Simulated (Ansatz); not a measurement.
Phases of Eu at 51 GPa

Structure types of Eu are relaxed in primitive cells with their symmetry kept at 51 GPa, first on PAW files, then by LAPW. The enthalpy is E + pV at zero temperature, without zero-point motion. Only the types listed were tried, and differences under about 5 meV/atom are mesh noise. Not among the end structures: hcp, which may lie lower.

All numbers are PBE results (scalar-relativistic) from Ansatz 0.2.0, with Fermi–Dirac smearing of 0.05 eV, spin-polarised from start moments Eu 7 μB. Methods: LAPW: all electrons, basis error target 0.5 meV/atom; PAW: frozen-core files, cutoff 420 eV.

k meshes: fcc 16×16×16, bcc 16×16×16.

The open f shell is treated without a Hubbard term, so these are results of the method, and the state needn't be the lowest. Spin–orbit coupling is left out, which matters for the heavy atoms.

Q: Order the types by LAPW enthalpy, lowest first.
A. bcc
B. fcc

A: B (0 meV/atom), A (81 meV/atom).

| start type | ends as | a, b, c (Å) | V (Å³/atom) | H − H(lowest), LAPW (meV/atom) | same, PAW | moment (μB/atom) |
| --- | --- | --- | --- | --- | --- | --- |
| fcc | fcc, Fm-3m | 4.138, 4.138, 4.138 | 17.71 | 0.0 | 0.0 | 6.81 |
| bcc | bcc, Im-3m | 3.304, 3.304, 3.304 | 18.03 | 81.0 | 82.1 | 7.12 |

Q: Split the lead of fcc over bcc into energy and pV.

A: For bcc less fcc: ΔE = -19.3 meV/atom, and p·ΔV = 51 GPa × +0.3149 Å³ × 6.242 meV/(GPa·Å³) = +100.2 meV/atom, together 80.9 meV/atom. fcc wins by its smaller volume, against the internal energy.
